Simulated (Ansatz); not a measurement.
Set up this calculation in Ansatz 0.2.0, as the native input.

| Quantity | Value |
| --- | --- |
| Task | band structure |
| Functional | r2SCAN |
| Potentials or basis | Ansatz PAW |
| Cutoff | 500 eV (not typed: the program's choice for these potentials) |
| k mesh | 7 × 7 × 7 |
| Occupations | fermi-dirac, width 0.05 eV |
| Spin | spin-orbit coupling, no magnetisation |
| Path | [["G", "X", "W", "K", "G", "L", "U", "W", "L", "K"], ["U", "X"]] |
| Points for each segment of the path | 14 |

Crystal: Pb.

```xyz
1
Lattice="0.0000 2.4750 2.4750 2.4750 0.0000 2.4750 2.4750 2.4750 0.0000" Properties=species:S:1:pos:R:3 pbc="T T T"
Pb    0.0000    0.0000    0.0000
```

These files were run (other wordings do the same):

input.yaml

```yaml
crystal:
  lattice:
    - [0.0, 2.47502, 2.47502]
    - [2.47502, 0.0, 2.47502]
    - [2.47502, 2.47502, 0.0]
  atoms:
    - { symbol: Pb, position: [0.0, 0.0, 0.0] }
hamiltonian:
  xc: r2scan
  pseudopotentials: { kind: paw_fr }
magnetization:
  noncollinear: true
  spin_orbit: true
kpoints:
  mp_grid: { grid: [7, 7, 7] }
  band_path:
    path:
      - [[0.0, 0.0, 0.0], [0.5, 0.0, 0.5], [0.5, 0.25, 0.75], [0.375, 0.375, 0.75], [0.0, 0.0, 0.0], [0.5, 0.5, 0.5], [0.625, 0.25, 0.625], [0.5, 0.25, 0.75], [0.5, 0.5, 0.5], [0.375, 0.375, 0.75]]
      - [[0.625, 0.25, 0.625], [0.5, 0.0, 0.5]]
    npoints: 14
scf:
  occupations: { method: fermi_dirac, width: 0.05 }
  n_extra_bands: 6
output:
  forces: true
  stress: true
  eigenvalues: true
  fatbands: true
```

Potentials or basis: Ansatz PAW.

Launch:

```console
$ ansatz run input.yaml --threads 2 --pin off --max-ram 5632MiB --backend cpu --events-out ev --progress --plain --runs-dir out
```

It gave:

The pressure is 1.7 GPa and the band gap on the k mesh is none (metal or under the smearing width).

Caveat: the PAW data sets come from PBE, with cores solved anew for the run's functional, which leaves a small shift of forces and pressure.

Wall time 16 s on 2 threads of Arm Neoverse V1 (shared host), peak memory 0.45 GiB.
